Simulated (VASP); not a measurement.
A run of VASP 6.6.1 is set up as follows.

INCAR

```
SYSTEM = Sr
PREC = Accurate ; ENCUT = 600
EDIFF = 1E-6 ; ISMEAR = 1
SIGMA = 0.1 ; LREAL = .FALSE.
LASPH = .TRUE. ; NELM = 80
ALGO = Normal ; ISIF = 3
LWAVE = .FALSE. ; LCHARG = .FALSE.
GGA = PE ; IBRION = 2
NSW = 90 ; EDIFFG = -0.01
```

The input KPOINTS:

```
Automatic mesh
0
G
  12 12 12
  0 0 0
```

File POSCAR:

```
Sr
1.0
    0.0000000000      3.0423500000      3.0423500000
    3.0423500000      0.0000000000      3.0423500000
    3.0423500000      3.0423500000      0.0000000000
Sr
1
Direct
    0.0000000000      0.0000000000      0.0000000000
```

Potentials or basis: VASP PAW PBE potentials, release 64 (Sr_sv).

Launch:

```console
$ cat potpaw_PBE.64/Sr_sv/POTCAR > POTCAR
$ mpirun -np 1 vasp_std > vasp.out
```

Problem. What does it give for the band gap on the k mesh?

Solution. None (metal or under the smearing width).

Problem. Predict the space group after relaxing (to 0.05 Å).

Solution. Fm-3m (No. 225).

Problem. Predict the relaxed volume.

Solution. 54.59 Å³/atom.

Final structure:
```
Sr
1.0
     0.00000    3.01082    3.01082
     3.01082    0.00000    3.01082
     3.01082    3.01082    0.00000
Sr
1
Cartesian
  0.0000 0.0000 0.0000
```
